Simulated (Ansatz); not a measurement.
# ZnS: stress in a strained cell

Aim: deform ZnS (equal xx and yy strain of +1 %) and compute stress, forces and field gradients with LAPW, PAW and all-electron datasets made for the crystal.

Computed with Ansatz 0.2.0 (DFT PBEsol, scalar-relativistic, unless a step's input says otherwise).

### 1 The starting structure

It takes space group F-43m (No. 216, cubic). Conventional cell: a = 5.409 Å, b = 5.409 Å, c = 5.409 Å, α = 90.00°, β = 90.00°, γ = 90.00°. Zn (site symmetry -43m) has 4 S at 2.34 Å as nearest neighbours. Around S (site symmetry -43m) lie 4 Zn at 2.34 Å.

Structure file:

```cif
data_structure
_symmetry_space_group_name_H-M 'P 1'
_symmetry_Int_Tables_number 1
_cell_length_a 3.8250
_cell_length_b 3.8250
_cell_length_c 3.8250
_cell_angle_alpha 60.000
_cell_angle_beta 60.000
_cell_angle_gamma 60.000
_cell_volume 39.57
loop_
_atom_site_label
_atom_site_type_symbol
_atom_site_fract_x
_atom_site_fract_y
_atom_site_fract_z
_atom_site_occupancy
Zn1 Zn 0.00000 0.00000 0.00000 1
S1 S 0.75000 0.75000 0.75000 1
```

Atoms are numbered in the order of the input: Zn1, S2.

### 2 The deformed structure

Space group F-43m before, I-4m2 after.

### 3 LAPW, all electrons

input.yaml reads:

```yaml
crystal:
  lattice:
    - [0.0, 2.7316965, 2.70465]
    - [2.7316965, 0.0, 2.70465]
    - [2.7316965, 2.7316965, 0.0]
  atoms:
    - { symbol: Zn, position: [0.0, 0.0, 0.0] }
    - { symbol: S, position: [0.75, 0.75, 0.75] }
kpoints:
  mp_grid: { grid: [9, 9, 9] }
  band_path:
    path:
      - [0.0, 0.0, 0.0]
      - [0.0, 0.5, 0.5]
      - [0.25, 0.75, 0.5]
      - [0.0, 0.5, 0.0]
      - [0.0, 0.0, 0.0]
      - [0.5, 0.5, 0.0]
      - [0.3775125, 0.6224875, 0.0]
      - [-0.3775125, 0.3775125, 0.0]
      - [0.0, 0.0, 0.0]
    npoints: 5
scf:
  occupations: { method: fermi_dirac, width: 0.01 }
hamiltonian:
  xc: pbesol
  pseudopotentials: { kind: all_electron, lapw: { basis_error: 0.00025 } }
output:
  forces: true
  stress: true
  eigenvalues: true
```

Launch:

```console
ansatz run input.yaml --threads 1 --pin off --max-ram 3072MiB --backend cpu --events-out ev --progress --plain --runs-dir out
```

### 4 Frozen-core PAW

input.yaml reads:

```yaml
crystal:
  lattice:
    - [0.0, 2.7316965, 2.70465]
    - [2.7316965, 0.0, 2.70465]
    - [2.7316965, 2.7316965, 0.0]
  atoms:
    - { symbol: Zn, position: [0.0, 0.0, 0.0] }
    - { symbol: S, position: [0.75, 0.75, 0.75] }
kpoints:
  mp_grid: { grid: [9, 9, 9] }
scf:
  occupations: { method: fermi_dirac, width: 0.01 }
hamiltonian:
  xc: pbesol
  pseudopotentials: { kind: paw }
output:
  forces: true
  stress: true
  eigenvalues: true
  efg: { contact_densities: true }
```

### 5 Datasets made for this crystal

Changes to input.yaml since step 4:

```diff
@@ -14,3 +14,3 @@
   xc: pbesol
-  pseudopotentials: { kind: paw }
+  pseudopotentials: { kind: all_electron, datasets: crystal }
 output:
```

(Steps that only read results are left out.)

Q: Predict the outcome of this session. Wanted: pressure; largest shear or deviatoric stress.

As calculated:

| quantity | value |
| --- | --- |
| pressure | LAPW -3.49, PAW -3.49, crystal datasets -3.49 GPa |
| largest shear or deviatoric stress (LAPW) | 0.29 GPa |

What this shows: The largest part of the stress beyond the pressure is 0.29 GPa in size, in the zz component; the atoms are carried along and not relaxed. No run of the undeformed cell stands beside it, so the pressure holds what the given cell had before the change. PAW: stress within 0.01 GPa of LAPW. Crystal datasets: stress within 0.01 GPa of LAPW.
